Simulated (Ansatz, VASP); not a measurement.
**Zr in VASP and in Ansatz**

```xyz
2
Lattice="2.9809 0.0000 0.0000 -1.4904 2.5815 0.0000 0.0000 0.0000 4.9507" Properties=species:S:1:pos:R:3 pbc="T T T"
Zr    0.0000    1.7210    1.2377
Zr    1.4904    0.8605    3.7130
```

Alike in both runs: functional PBE; k mesh 15 × 15 × 8; occupations fermi-dirac, width 0.08 eV; no spin polarisation.

Ansatz relaxed the structure, and its values are those at the end. VASP's run is a single point on that final structure, the one shown.

```csv
,VASP,Ansatz
version,VASP 6.6.1,Ansatz 0.2.0
potentials or method,"VASP PAW PBE potentials, release 64 (Zr_sv), cutoff 520 eV","all-electron LAPW, scalar-relativistic"
```

|  | VASP | Ansatz | Ansatz less VASP |
| --- | --- | --- | --- |
| pressure (GPa) | 26.0 | 26.0 | -0.02 |

Ansatz ran all-electron here, so the differences hold the error of VASP's frozen core and of both bases.

Caveats: so large a pressure means that the cell lies far from this level's equilibrium, or that cutoff or potentials fall short (VASP).
